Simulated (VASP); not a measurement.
# V3Si (Pm-3n) in VASP: notebook, part 2 of 2

VASP 6.6.1. The steps go on from the part before.

**3. Single point, PBE, collinear spin, zero start**

File INCAR:

```
ALGO = Fast
EDIFF = 1E-7
ENCUT = 520
GGA = PE
ISIF = 2
ISMEAR = -1
ISPIN = 2
LASPH = True
LCHARG = True
LELF = True
LMAXMIX = 4
LORBIT = 11
LREAL = False
LVHAR = True
LWAVE = False
MAGMOM = 0 0 0 0 0 0 0 0
NBANDS = 57
NELM = 150
PREC = Accurate
SIGMA = 0.05
```

File KPOINTS:

```
k-points
0
Gamma
  5 5 5
```

File POSCAR:

```
V3Si
1.0
    4.7380000000      0.0000000000      0.0000000000
    0.0000000000      4.7380000000      0.0000000000
    0.0000000000      0.0000000000      4.7380000000
Si V
2 6
Direct
    0.0000000000      0.0000000000      0.0000000000
    0.5000000000      0.5000000000      0.5000000000
    0.2500000000      0.0000000000      0.5000000000
    0.5000000000      0.7500000000      0.0000000000
    0.7500000000      0.0000000000      0.5000000000
    0.5000000000      0.2500000000      0.0000000000
    0.0000000000      0.5000000000      0.7500000000
    0.0000000000      0.5000000000      0.2500000000
```

Potentials or basis: VASP PAW PBE potentials, release 64 (Si, V_sv).

Run with:

```bash
cat potpaw_PBE.64/Si/POTCAR potpaw_PBE.64/V_sv/POTCAR > POTCAR
mpirun -np 1 vasp_std > vasp.out
```

OUTCAR:

```text
EDIFF = 1E-7
   ENCUT = 520
   GGA = PE
   ISIF = 2
   ISMEAR = -1
   ISPIN = 2
   LASPH = True
   LORBIT = 11
   LREAL = False
   NELM = 150
   PREC = Accurate

 ion  position               nearest neighbor table
   1  0.000  0.000  0.000-   3 2.65   4 2.65   5 2.65   6 2.65   7 2.65   8 2.65   3 2.65   5 2.65
                             7 2.65   8 2.65   4 2.65   6 2.65
   2  0.500  0.500  0.500-   3 2.65   4 2.65   5 2.65   6 2.65   7 2.65   8 2.65   4 2.65   6 2.65
                             3 2.65   5 2.65   7 2.65   8 2.65
   3  0.250  0.000  0.500-   5 2.37   5 2.37   1 2.65   1 2.65   2 2.65   2 2.65   8 2.90   4 2.90
                             4 2.90   6 2.90   6 2.90   7 2.90   8 2.90   7 2.90
   4  0.500  0.750  0.000-   6 2.37   6 2.37   1 2.65   2 2.65   2 2.65   1 2.65   8 2.90   5 2.90
                             3 2.90   5 2.90   3 2.90   7 2.90   7 2.90   8 2.90
   5  0.750  0.000  0.500-   3 2.37   3 2.37   1 2.65   1 2.65   2 2.65   2 2.65   8 2.90   4 2.90
                             4 2.90   6 2.90   6 2.90   7 2.90   8 2.90   7 2.90
   6  0.500  0.250  0.000-   4 2.37   4 2.37   1 2.65   2 2.65   2 2.65   1 2.65   8 2.90   3 2.90
                             3 2.90   5 2.90   5 2.90   7 2.90   7 2.90   8 2.90
   7  0.000  0.500  0.750-   8 2.37   8 2.37   1 2.65   2 2.65   1 2.65   2 2.65   3 2.90   4 2.90
                             5 2.90   3 2.90   5 2.90   6 2.90   4 2.90   6 2.90
   8  0.000  0.500  0.250-   7 2.37   7 2.37   1 2.65   2 2.65   1 2.65   2 2.65   3 2.90   4 2.90
                             5 2.90   3 2.90   5 2.90   6 2.90   4 2.90   6 2.90

  LATTYP: Found a simple cubic cell.
 ALAT       =     4.7380000000

  Lattice vectors:

 A1 = (   4.7380000000,   0.0000000000,   0.0000000000)
 A2 = (   0.0000000000,   4.7380000000,   0.0000000000)
 A3 = (   0.0000000000,   0.0000000000,   4.7380000000)

Analysis of symmetry for initial positions (statically):
=====================================================================
 Subroutine PRICEL returns:
 Original cell was already a primitive cell.

 Routine SETGRP: Setting up the symmetry group for a
 simple cubic supercell.

 Subroutine GETGRP returns: Found 48 space group operations
 (whereof 24 operations were pure point group operations)
 out of a pool of 48 trial point group operations.

The static configuration has the point symmetry T_h .
 The point group associated with its full space group is O_h .

Analysis of symmetry for dynamics (positions and initial velocities):
=====================================================================
 Subroutine PRICEL returns:
 Original cell was already a primitive cell.

 Routine SETGRP: Setting up the symmetry group for a
 simple cubic supercell.

 Subroutine GETGRP returns: Found 48 space group operations
 (whereof 24 operations were pure point group operations)
 out of a pool of 48 trial point group operations.

The dynamic configuration has the point symmetry T_h .
 The point group associated with its full space group is O_h .

Analysis of structural, dynamic, and magnetic symmetry:
=====================================================================
 Subroutine PRICEL returns:
 Original cell was already a primitive cell.

 Routine SETGRP: Setting up the symmetry group for a
 simple cubic supercell.

 Subroutine GETGRP returns: Found 48 space group operations
 (whereof 24 operations were pure point group operations)
 out of a pool of 48 trial point group operations.

[... 114 lines left out ...]
   EFERMI_NEDOS =   21; number of points for ismear=-14 and -15
   IALGO  =     68    algorithm
   IMIX   =      4    mixing-type and parameters
     AMIX     =   0.40;   BMIX     =  1.00
     AMIX_MAG =   1.60;   BMIX_MAG =  1.00
  volume/ion in A,a.u.               =      13.30        89.72
  Fermi-wavevector in a.u.,A,eV,Ry     =   1.525150  2.882116 31.648279  2.326083
  Thomas-Fermi vector in A             =   2.633360
   LORBIT       =     11    0 simple, 1 ext, 2 COOP (PROOUT), +10 PAW based schemes
   GGA     = PE    functional components
   LHFCALC =     F    Hartree Fock is set to
   AEXX    =    0.0000 exact exchange contribution
   IVDW    =     0    specifies the selected vdW correction
   LEPSILON=     F    determine dielectric tensor
   LRPA    =     F    only Hartree local field effects (RPA)
 spin polarized calculation
 RMM-DIIS sequential band-by-band and
  energy-cutoff  :      520.00
  volume of cell :      106.36
 maximum number of plane-waves:      2897
 NGX is ok and might be reduce to    36
   NGX = 17   NGY = 17   NGZ = 17

 number of electron      86.0000093 magnetization       0.0013413

 number of electron      86.0000091 magnetization      -0.0003809

 Free energy of the ion-electron system (eV)
  ---------------------------------------------------
  ext. energy  EPLUGINS =         0.00000000
  ---------------------------------------------------
  free energy    TOTEN  =       -68.54271652 eV

  energy without entropy =      -68.42880381  energy(sigma->0) =      -68.48576016

 E-fermi :  10.0296     XC(G=0): -12.6012

 val. band max:       10.0275444726   @ k =   0.4000   0.4000   0.2000
 cond. band min:      10.0452883054   @ k =   0.2000   0.0000   0.0000
 fundamental gap:      0.0177438328
 Fermi energy:        10.0295887391

 spin component 1

 k-point     1 :       0.0000    0.0000    0.0000
  band No.  band energies     occupation
      1     -53.7880      1.00000
      2     -53.7185      1.00000
      3     -53.7185      1.00000
      4     -53.5205      1.00000
      5     -53.5205      1.00000
      6     -53.5205      1.00000
[... 569 lines left out ...]
     54      12.3338      0.00000
     55      12.3345      0.00000
 Fermi energy:        10.0295887391

 spin component 2

 k-point     1 :       0.0000    0.0000    0.0000
  band No.  band energies     occupation
      1     -53.7880      1.00000
      2     -53.7186      1.00000
      3     -53.7186      1.00000
      4     -53.5205      1.00000
      5     -53.5205      1.00000
      6     -53.5205      1.00000
[... 569 lines left out ...]
     54      12.3338      0.00000
     55      12.3344      0.00000
 [bands above 55 left out]

------------------------ aborting loop because EDIFF is reached ----------------------------------------

  FORCE on cell =-STRESS in cart. coord.  units (eV):
  Direction    XX          YY          ZZ          XY          YZ          ZX
  --------------------------------------------------------------------------------------
  -------------------------------------------------------------------------------------
  Total       -2.6443303     -2.6443303     -2.6443303      0.0000000     -0.0000000      0.0000000
  in kB      -39.8328258    -39.8328258    -39.8328258      0.0000000     -0.0000000      0.0000000
  external PRESSURE =     -39.8328258 kB  Pullay stress =       0.0000000 kB

 VOLUME and BASIS-vectors are now :
 -----------------------------------------------------------------------------
  energy-cutoff  :      520.00
  volume of cell :      106.36
      direct lattice vectors                 reciprocal lattice vectors
     4.738000000  0.000000000  0.000000000     0.211059519  0.000000000  0.000000000
     0.000000000  4.738000000  0.000000000     0.000000000  0.211059519  0.000000000
     0.000000000  0.000000000  4.738000000     0.000000000  0.000000000  0.211059519

 POSITION                                       TOTAL-FORCE (eV/Angst)
 -----------------------------------------------------------------------------------
      0.00000      0.00000      0.00000        -0.000000     -0.000000     -0.000000
      2.36900      2.36900      2.36900        -0.000000     -0.000000     -0.000000
      1.18450      0.00000      2.36900         0.000000     -0.000000     -0.000000
      2.36900      3.55350      0.00000        -0.000000     -0.000000     -0.000000
      3.55350      0.00000      2.36900        -0.000000      0.000000      0.000000
      2.36900      1.18450      0.00000         0.000000      0.000000     -0.000000
      0.00000      2.36900      3.55350        -0.000000      0.000000     -0.000000
      0.00000      2.36900      1.18450         0.000000     -0.000000     -0.000000
 -----------------------------------------------------------------------------------
    total drift:                                0.000000      0.000000     -0.000000

  FREE ENERGIE OF THE ION-ELECTRON SYSTEM (eV)
  ---------------------------------------------------
  free  energy   TOTEN  =       -68.5427165152 eV

  energy  without entropy=      -68.4288038111  energy(sigma->0) =      -68.48576016

 total charge

# of ion       s       p       d       tot
------------------------------------------
    1        0.724   0.941   0.000   1.666
    2        0.724   0.941   0.000   1.666
    3        2.294   6.227   3.129  11.649
    4        2.294   6.227   3.129  11.649
    5        2.294   6.227   3.129  11.649
    6        2.294   6.227   3.129  11.649
    7        2.294   6.227   3.129  11.649
    8        2.294   6.227   3.129  11.649
--------------------------------------------------
tot         15.212  39.243  18.772  73.227

 magnetization (x)

# of ion       s       p       d       tot
------------------------------------------
    1        0.000   0.000   0.000   0.000
    2        0.000   0.000   0.000   0.000
    3       -0.000  -0.000  -0.000  -0.000
    4       -0.000  -0.000  -0.000  -0.000
    5       -0.000  -0.000  -0.000  -0.000
    6       -0.000  -0.000  -0.000  -0.000
    7       -0.000  -0.000  -0.000  -0.000
    8       -0.000  -0.000  -0.000  -0.000
--------------------------------------------------
tot         -0.000  -0.000  -0.000  -0.000
```

It took 82 s on 1 thread of Intel Xeon 6975P-C (Granite Rapids), shared host; peak memory 0.28 GiB.

Results:

| Item | Value |
| --- | --- |
| Free energy | -68.5427 eV |
| Pressure | -4.0 GPa |
| Band gap on the k mesh | none (metal or under the smearing width) |
| Net moment | 0.00 μB per cell |
| Valence electrons inside the program's atomic spheres | Si 1.67; V 11.65 |
